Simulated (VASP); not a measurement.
Write the native input for VASP 6.6.1 that does the following.

| Quantity | Value |
| --- | --- |
| Task | band structure |
| Functional | PBE |
| Potentials or basis | VASP PAW PBE potentials, release 64 (Rb_sv, Br) |
| Cutoff | 520 eV |
| k mesh | 6 × 6 × 6 |
| Occupations | gaussian, width 0.03 eV |
| Spin | spin-orbit coupling, no magnetisation |
| Further INCAR settings | ALGO = Normal; EDIFF = 1e-06; NBANDS = 28 |

The structure of RbBr lies in POSCAR:

```
RbBr                                    
1.0
    0.0000000000      3.4260584454      3.4260584454
    3.4260584454      0.0000000000      3.4260584454
    3.4260584454      3.4260584454     -0.0000000000
  Rb              Br            
     1     1
Direct
     1.0000000000000000    0.0000000000000000    0.0000000000000000
     0.5000000000000000    0.5000000000000000    0.5000000000000000
```

These files were run (other wordings do the same):

INCAR

```
SYSTEM = RbBr
PREC = Accurate
ENCUT = 520
EDIFF = 1E-6
ISMEAR = 0
SIGMA = 0.03
LREAL = .FALSE.
LASPH = .TRUE.
NELM = 80
ALGO = Normal
ISIF = 2
LWAVE = .FALSE.
LCHARG = .FALSE.
LNONCOLLINEAR = .TRUE.
MAGMOM = 0 0 0 0 0 0
LORBIT = 11
LSORBIT = .TRUE.
GGA_COMPAT = .FALSE.
GGA = PE
NBANDS = 28
```

KPOINTS

```
Automatic mesh
0
G
  6 6 6
  0 0 0
```

KPOINTS_OPT

```
explicit points
302
Reciprocal
 0.0000000000  0.0000000000  0.0000000000 1
 0.0263157895  0.0000000000  0.0263157895 1
 0.0526315789  0.0000000000  0.0526315789 1
 0.0789473684  0.0000000000  0.0789473684 1
 0.1052631579  0.0000000000  0.1052631579 1
 0.1315789474  0.0000000000  0.1315789474 1
[... 294 lines left out ...]
 0.4865014400  0.0134985600  0.5000000000 1
 0.5134985600 -0.0134985600  0.5000000000 1
```

Potentials or basis: VASP PAW PBE potentials, release 64 (Rb_sv, Br).

Launch:

```console
$ cat potpaw_PBE.64/Rb_sv/POTCAR potpaw_PBE.64/Br/POTCAR > POTCAR
$ mpirun -np 1 vasp_ncl > vasp.out
```

Results of the run:

- Pressure: 1.0 GPa
- Valence electrons inside the program's atomic spheres: Rb 7.32; Br 4.90

Run time: 21 min on 1 thread of AMD EPYC 7R43 64-Core Processor (Zen 3), with other jobs on the host, peak memory 0.36 GiB.
